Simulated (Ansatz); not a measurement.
Si2W:

```xyz
3
Lattice="-1.6069 1.6069 3.9150 1.6069 -1.6069 3.9150 1.6069 1.6069 -3.9150" Properties=species:S:1:pos:R:3 pbc="T T T"
W     0.0000    0.0000    0.0000
Si    0.0000    0.0000    5.2092
Si    0.0000    0.0000    2.6207
```

Program: Ansatz 0.2.0. Alike in all runs: no spin polarisation; cell as given.

Q: Order these runs on this cell by their pressure, lowest first.
A. level PBEsol; potentials or basis all-electron LAPW, non-relativistic; k mesh 12 × 12 × 12; cutoff (eV) 215; smearing fermi-dirac 0.05 eV; basis error allowed 0.002 eV/atom; mesh quality not flagged
B. level PBE; potentials or basis all-electron LAPW, scalar-relativistic; k mesh 12 × 12 × 12; cutoff (eV) 239; smearing fermi-dirac 0.05 eV; basis error allowed 0.001 eV/atom; mesh quality not flagged
C. level PBEsol; potentials or basis all-electron LAPW, scalar-relativistic; k mesh 7 × 7 × 7; cutoff (eV) 218; smearing fermi-dirac 0.03 eV; basis error allowed 0.002 eV/atom; mesh quality coarse
D. level LDA; potentials or basis all-electron LAPW, scalar-relativistic; k mesh 12 × 12 × 12; cutoff (eV) 218; smearing fermi-dirac 0.05 eV; basis error allowed 0.002 eV/atom; mesh quality not flagged

A: D (-5.8 GPa), C (-2.0 GPa), B (3.3 GPa), A (5.5 GPa).

Caveats: some runs use coarse meshes; the k mesh is thin for a metal, which can move the energy by tens of meV per atom (some runs); relativity is left out, which matters for the heavier elements (some runs).

Not every run made on this cell is shown here.
